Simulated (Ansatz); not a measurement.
TaN:

```
Ta N
1.0
     2.93800    0.00000    0.00000
    -1.46900    2.54438    0.00000
     0.00000    0.00000    2.88300
Ta N
1 1
Direct
  0.00000 0.00000 0.50000
  0.66667 0.33333 0.00000
```

Base run:

| Quantity | Value |
| --- | --- |
| Program | Ansatz 0.2.0 |
| Functional | PBEsol |
| Potentials or basis | Ansatz PAW |
| Cutoff | 420 eV (not typed: the program's choice for these potentials) |
| k mesh | 10 × 10 × 9 |
| Occupations | fermi-dirac, width 0.05 eV |
| Spin | no spin polarisation |
| Hubbard terms | Ta d U = 6 eV |

Its results: band gap on the k mesh none (metal or under the smearing width); pressure 1.1 GPa.

After a change of settings the same cell gave: band gap on the k mesh none (metal or under the smearing width); pressure -3.2 GPa. Which change was it?
A. hubbard terms from Ta d U = 6 eV to Ta d U = 2 eV
B. hubbard terms from Ta d U = 6 eV to none; hubbard projectors from ortho-atomic (the default) to none
C. hubbard terms from Ta d U = 6 eV to Ta d U = 1 eV

A.

Caveats: U without spin polarisation on a metal has little footing; the PAW data sets come from PBE, with cores solved anew for the run's functional, which leaves a small shift of forces and pressure.
